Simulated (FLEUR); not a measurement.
Co:

```
CELL_PARAMETERS angstrom
2.48736 0.00000 0.00000
-1.24368 2.15412 0.00000
0.00000 0.00000 4.06329
ATOMIC_POSITIONS crystal
Co 0.33333 0.66667 0.74014
Co 0.66667 0.33333 0.25986
```

* Program: FLEUR MaX-R8.1 (later development tree)
* Task: single point
* Functional: PBEsol
* Potentials or basis: all-electron
* Basis: FLAPW
* Kmax: 4.76 1/bohr
* k mesh: 12 × 12 × 7
* Occupations: fermi-dirac, width 0.05 eV
* Spin: collinear spin, ferromagnetic start
* Starting moments: [2.0, 2.0] μB
* Gmax: 14.7 1/bohr
* Muffin-tin radii: Co 2.06 bohr
* lmax: Co 8
* lnonsphr: Co 8
* Local orbitals a species: Co 5
* Max iterations: 60
* Mixing factor: 0.05
* Mixer: Anderson

On this cell: largest force 0.441 eV/Å; net moment 3.26 μB per cell; site moments Co +1.71 μB; band gap on the k mesh none (metal or under the smearing width).

The same run follows on a disturbed copy (atoms moved at random, drawn with an rms of 0.05 Å):

```
Co
1.0
     2.48736    0.00000    0.00000
    -1.24368    2.15412    0.00000
     0.00000    0.00000    4.06329
Co
2
Direct
  0.33137 0.64975 0.73713
  0.67030 0.32052 0.26370
```

Question: What changes?

Answer: The energy (extrapolated to zero smearing) moves by +7.5 meV/atom; largest force 0.648 eV/Å; net moment 3.27 μB per cell; site moments Co +1.71 μB; band gap on the k mesh none (metal or under the smearing width).

Forces in eV/Å, atoms in the order of the input:
```
Co   0.022  0.022  0.647
Co  -0.022 -0.022 -0.647
```
